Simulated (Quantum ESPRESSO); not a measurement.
# MoS2 under changes of volume

One of the cells (18.982 Å³/atom); the others are scaled copies at fixed shape and fractional positions:

```
Mo S
1.0
     3.22746    0.00000    0.00000
    -1.61373    2.79507    0.00000
     0.00000    0.00000    6.31247
Mo S
1 2
Cartesian
  0.0000 0.0000 3.1562
  1.6137 0.9317 4.7008
  0.0000 1.8634 1.6117
```

Measurements of this composition are mostly on another form, of space group No. 194.

- Program: Quantum ESPRESSO 7.5
- Functional: PBE
- Potentials or basis: SSSP 1.3 efficiency PBE
- Cutoff: 816 eV
- Density cutoff: 5987 eV
- k mesh: 9 × 9 × 4
- Occupations: fermi-dirac, width 0.05 eV
- Spin: no spin polarisation

```csv
volume (Å³/atom),energy over the lowest point (meV/atom),pressure (GPa),largest force (eV/Å)
17.843,39.22,10.5,1.366
18.222,?,?,?
18.602,5.74,3.9,0.622
18.982,0.00,1.0,0.291
19.361,0.61,-1.5,0.016
19.741,6.93,-3.8,0.301
20.120,18.36,-5.8,0.564
```

Q: What does the run at 18.222 Å³/atom give?

A: Energy over the lowest point 18.54 meV/atom; pressure 7.0 GPa; largest force 0.979 eV/Å.

Worked out: A Birch-Murnaghan fit of order 3 (a polynomial in V^(-2/3)) to the other rows has its minimum at 19.13 Å³/atom with B0 = V·E''(V) = 129 GPa and B' = 4.4 at fixed shape and positions, which overstates the stiffness. It gives 18.57 meV/atom at 18.222 Å³/atom, against the run's 18.54, and -dE/dV = 7.0 GPa, against 7.0.

Energies are extrapolated to zero smearing.

Caveats: this functional lacks dispersion, which binds the layers, so the pressure and a relaxed spacing across them are unreliable; forces of over 1 eV/Å show positions far from the minimum, so gaps and moduli don't describe the material at rest (some runs).
